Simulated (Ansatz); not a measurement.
The system is Rh.

```
Rh
1.0
     0.00000    1.89785    1.89785
     1.89785    0.00000    1.89785
     1.89785    1.89785    0.00000
Rh
1
Direct
  0.00000 0.00000 0.00000
```

A run of Ansatz 0.2.0 on this cell left the log below. Logs are shortened: lines on timing, memory, paths and dates and some standing lists are left out, and cuts for length are marked.

```text
Warning: RAYON_NUM_THREADS=2 ignored (pool sized by the plan → 2); use --threads N
Engine: ansatz 0.2.0, aarch64-unknown-linux-gnu
Pseudopotentials: kind: paw
Pseudopotential: Rh, paw, valence charge 17, recommended cutoff 420 eV (normal), Rh.paw.azcp
Functional definition: PBE
  parameter kappa = 0.804
  parameter beta = 0.06672455060314922
  exchange = pbe_x(kappa = kappa, mu = beta*pi^2/3)
  correlation = pbe_c(beta = beta)
Crystal: 1 atoms, lattice volume = 13.671 Å³
Basis set: ecut = 420 eV, 283 PW (Γ), exchange–correlation on 36×36×36 points (8 copies of the dense FFT grid, shifted against one another)
Bands: 13, of which v1, the nominal top of the filled ones, is band 9 counted from 1 (8 counted from 0)
Symmetry: 48 space group operations
Space group: Fm-3m (ITA 225), of the structure as read, at distance tolerance 2.4e-5 Å
k-points: 72 of 1728
Non-local potential: Rh, projectors of the file, l = 0: 3, l = 1: 2, l = 2: 2, l = 3: 1
PAW form: soft (Blöchl's): semilocal exchange-correlation on the pseudo side does not see the compensation charge
PAW one-centre angular grid: Rh, 590 points (default); XC on 64 Gauss nodes
Initial density: superposition of atomic densities (neutral atoms: chi_scale 0, normalization atom), corrected by the library's trained network
Initial wavefunctions: pseudopotential atomic-orbital guess
Functional: x = pbe(κ = 0.804, μ = 0.2195149727645171), c = pbe(β = 0.06672455060314922)
SCF iter   1: F=—  HF=-6402.882920 eV  |F-HF|=—  |Δ(HF+E_count)|=         —  Δρ=2.66e-3  dr2=1.58e-4  ethr=1.77e-3  ⟨swp⟩=5.6  Hψ=5335  notcnv=0
preconditioner: auto → none  [insulator: Δε(μ)=0.024 eV  Ē_g=14.069 eV  σ=0.013 eV  W_gap=0.73  n_scr=0 (ndim 8)  ℏωp=30.1 eV  f_vac=0.000  D(μ)=2.26/eV (n_scr^D=26)  ε∞_Penn≈5.6]
SCF iter   2: F=—  HF=-6402.883181 eV  |F-HF|=—  |Δ(HF+E_count)|=   2.62e-4  Δρ=1.37e-3  dr2=3.93e-5  ethr=9.30e-7  ⟨swp⟩=2.6  Hψ=2435  notcnv=0  defer=26
SCF iter   3: F=—  HF=-6402.883234 eV  |F-HF|=—  |Δ(HF+E_count)|=   5.31e-5  Δρ=1.42e-4  dr2=1.14e-6  ethr=2.31e-7  ⟨swp⟩=2.1  Hψ=1349  notcnv=0  defer=26
SCF iter   4: F=—  HF=-6402.883234 eV  |F-HF|=—  |Δ(HF+E_count)|=   1.46e-7  Δρ=5.70e-5  dr2=1.14e-7  ethr=6.72e-9  ⟨swp⟩=2.5  Hψ=1396  notcnv=0  defer=26
SCF iter   5: F=—  HF=-6402.883234 eV  |F-HF|=—  |Δ(HF+E_count)|=   1.54e-8  Δρ=3.29e-5  dr2=1.09e-7  ethr=6.72e-10  ⟨swp⟩=2.0  Hψ=1514  notcnv=0  defer=26
SCF iter   6: F=-6402.883234 eV  HF=-6402.883234 eV  |F-HF|=2.36e-11  |Δ(HF+E_count)|=   2.82e-8  Δρ=1.02e-6  dr2=5.67e-11  ethr=5.88e-10  ⟨swp⟩=6.7  Hψ=5180  notcnv=0
SCF 1 converged in 6 iterations: F = -6402.883234 eV  dr2 = 5.67e-11
  greatest PAW one-centre occupation: 1.000 electrons in one spin orbital (limit 2), on the Rh atom at site 0 (counted from 0), in its partial waves of l = 0
SCF converged after 6 iterations
Free energy (F): -6402.883234 eV
Harris-Foulkes:  -6402.883234 eV  (|F-HF|=2.36e-11)
Internal energy: -6402.883047 eV  (E = F + TS)
E sigma→0 (E₀):  -6402.883140 eV
Entropy (-TS):   -0.000188 eV (-0.188 meV/atom)
Fermi energy:    22.612565 eV
--- Per-component energies (eV) ---
  E_band       = -83.059281
  E_kinetic    = 573.628872
  E_local      = -1555.945913  (includes V_loc(G=0)·N_el)
  E_nonlocal   = 354.396568
  E_hartree    = 547.351439
  E_xc         = -222.135548
  E_vxc        = -278.896421  (∫ρ·V_xc dr)
  E_paw        = -3586.823104  (= ΣΔE_a)
  E_vpaw       = -270.945702  (= ΣTr[D̂ρ^β])
  E_aug_tail   = 0.000839  (compensation charges beyond the density's cutoff)
  E_ewald      = -2513.356200
  E_smearing   = -0.000188  (= −TS)
  E_closure    = -0.000000  (closes the sum)
  Σ components = -6402.883234   (vs F -6402.883234, Δ=0.00e0)
--- Forces (eV/Å), atoms counted from 1 ---
  atom   1  Rh     0.00000000     0.00000000     0.00000000
  max |Σ_I F_I| component: 3.08e-32 eV/Å
--- Stress (GPa, compression-positive) ---
        7.218389       0.000000      -0.000000
        0.000000       7.218389      -0.000000
       -0.000000      -0.000000       7.218389
  P = ⅓ Tr σ = 7.2184 GPa (72.184 kbar)
--- Band table (eV; the first three rows and the last of 72) ---
  k-point 0: bands = ["-56.3644", "-23.8237", "-23.8237", "-23.8237", "14.5491", "19.4346", "19.4346", "19.4346", "21.5377", "21.5377", "38.3512", "43.7143", "43.7143"]
  k-point 1: bands = ["-56.3567", "-23.8753", "-23.8306", "-23.8306", "14.8274", "19.3157", "19.5416", "19.5416", "21.4807", "21.4807", "38.7439", "42.4076", "44.1204"]
  k-point 2: bands = ["-56.3356", "-24.0153", "-23.8497", "-23.8497", "15.5663", "19.1054", "19.7577", "19.7577", "21.4334", "21.4334", "39.5843", "40.1276", "45.2493"]
  k-point 71: bands = ["-56.2103", "-24.3152", "-24.3152", "-24.1059", "17.4808", "18.7109", "18.7109", "21.3250", "23.5415", "32.2142", "32.2142", "33.8352", "35.2487"]
```

What input gives this log?

Single point with PBE, no spin polarisation. The files as run (others can give the same):

input.yaml
```yaml
crystal:
  lattice:
    - [0.0, 1.89785, 1.89785]
    - [1.89785, 0.0, 1.89785]
    - [1.89785, 1.89785, 0.0]
  atoms:
    - { symbol: Rh, position: [0.0, 0.0, 0.0] }
hamiltonian:
  xc: pbe
  pseudopotentials: { kind: paw }
kpoints:
  mp_grid: { grid: [12, 12, 12] }
scf:
  occupations: { method: gaussian, width: 0.013 }
output:
  forces: true
  stress: true
  eigenvalues: true
  write_density: true
  write_potential: true
  elf: true
  volumetric_format: npy
```

Potentials or basis: Ansatz PAW.
The run is started by
```bash
$ ansatz run input.yaml --threads 2 --pin off --max-ram 5632MiB --backend cpu --events-out ev --progress --plain --runs-dir out
```
